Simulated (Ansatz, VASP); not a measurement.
## One calculation of Mg, two programs

INCAR

```
SYSTEM = Mg
PREC = Accurate
ENCUT = 520
EDIFF = 1E-6
ISMEAR = -1
SIGMA = 0.1
LREAL = .False.
LASPH = .True.
NELM = 60
ALGO = Normal
ISIF = 2
LWAVE = .False.
LCHARG = .False.
GGA = PS
NBANDS = 9
```

Contents of KPOINTS:

```
regular mesh
0
Gamma
  9 9 9
  0 0 0
```

POSCAR

```
Mg
1.0
    0.0000000000      3.4318596051      3.4318596051
    3.4318596051      0.0000000000      3.4318596051
    3.4318596051      3.4318596051      0.0000000000
Mg
2
Direct
    0.1250000000      0.1250000000      0.1250000000
    0.8750000000      0.8750000000      0.8750000000
```

Input for Ansatz:

```yaml
crystal:
  lattice:
    - [0.0, 3.4318596051, 3.4318596051]
    - [3.4318596051, 0.0, 3.4318596051]
    - [3.4318596051, 3.4318596051, 0.0]
  atoms:
    - { symbol: Mg, position: [0.125, 0.125, 0.125] }
    - { symbol: Mg, position: [0.875, 0.875, 0.875] }
hamiltonian:
  xc: pbesol
  pseudopotentials:
    kind: paw
    azcp:
      Mg: "pseudopotentials/Mg.paw.azcp"
basis:
  ecutwfc: 420
  fft_grid_basis: typed
kpoints:
  mp_grid: { grid: [9, 9, 9], shift: [0, 0, 0] }
magnetization:
  spin_polarized: false
scf:
  occupations: { method: fermi_dirac, width: 0.1 }
  lower_state_search: "off"
output:
  stress: true
```

Alike in both runs: task single point; functional PBEsol; k mesh 9 × 9 × 9; occupations fermi-dirac, width 0.1 eV; no spin polarisation.

```csv
,VASP,Ansatz
version,VASP 6.6.1,Ansatz 0.2.0
potentials or method,"VASP PAW PBE potentials, release 64 (Mg)","plane waves (420 eV) with PAW, scalar-relativistic"
plane-wave cutoff (eV),520,420
valence electrons in the cell,4,20
```

```tsv
	VASP	Ansatz	Ansatz less VASP
pressure (GPa)	-0.4	-0.4	0.00
```

The functional is the same, so the differences come from potentials, cutoffs and numerics. The two sets of potentials don't hold the same shells in valence. Ansatz warned: «pseudo_functional_mismatch».

Caveats: the PAW data sets were made with another functional, which shifts forces and pressure a little (VASP).
